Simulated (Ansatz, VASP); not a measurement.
**Two plane-wave programs on C**

Contents of INCAR:

```
  PREC = Accurate
  ENCUT = 520
  EDIFF = 1E-6
  ISMEAR = 0
  SIGMA = 0.05
  LREAL = False
  LASPH = True
  NELM = 80
  ALGO = Normal
  ISIF = 2
  LWAVE = False
  LCHARG = False
  NBANDS = 11
```

KPOINTS

```
Automatic mesh
0
Gamma
  12 12 12
```

Contents of POSCAR:

```
C
1.0
    0.0000000000      1.7915189871      1.8800200251
    1.7915189871      0.0000000000      1.8800200251
    1.7915189871      1.7915189871      0.0000000000
C
2
Direct
    0.5000000000      0.5000000000      0.5000000000
    0.7500000000      0.7500000000      0.7500000000
```

Input for Ansatz:

```yaml
crystal:
  lattice:
    - [0.0, 1.7915189871, 1.8800200251]
    - [1.7915189871, 0.0, 1.8800200251]
    - [1.7915189871, 1.7915189871, 0.0]
  atoms:
    - { symbol: C, position: [0.5, 0.5, 0.5] }
    - { symbol: C, position: [0.75, 0.75, 0.75] }
basis:
  ecutwfc: 520.0
kpoints:
  mp_grid: { grid: [12, 12, 12] }
hamiltonian:
  xc: lda
  pseudopotentials: { kind: paw, azcp: { folder: soft_1 } }
scf:
  occupations: { method: gaussian, width: 0.05 }
output:
  forces: true
  stress: true
  eigenvalues: true
  write_density: true
  write_potential: true
  elf: true
  volumetric_format: npy
```

Alike in both runs: task single point; functional LDA; k mesh 12 × 12 × 12; occupations gaussian, width 0.05 eV; no spin polarisation.

|  | VASP | Ansatz |
| --- | --- | --- |
| version | VASP 6.6.1 | Ansatz 0.2.0 |
| potentials or method | VASP PAW LDA potentials, release 64 (C) | scalar-relativistic, plane waves, PAW |
| plane-wave cutoff (eV) | 520 | 520 |
| valence electrons in the cell | 8 | 8 |

|  | VASP | Ansatz | Ansatz less VASP |
| --- | --- | --- | --- |
| gap on the k mesh at the Fermi level (eV) | 3.39 | 3.40 | +0.007 |
| least direct gap on the mesh (eV) | 4.96 | 4.96 | -0.001 |

Ansatz warned: «pseudo_functional_mismatch».
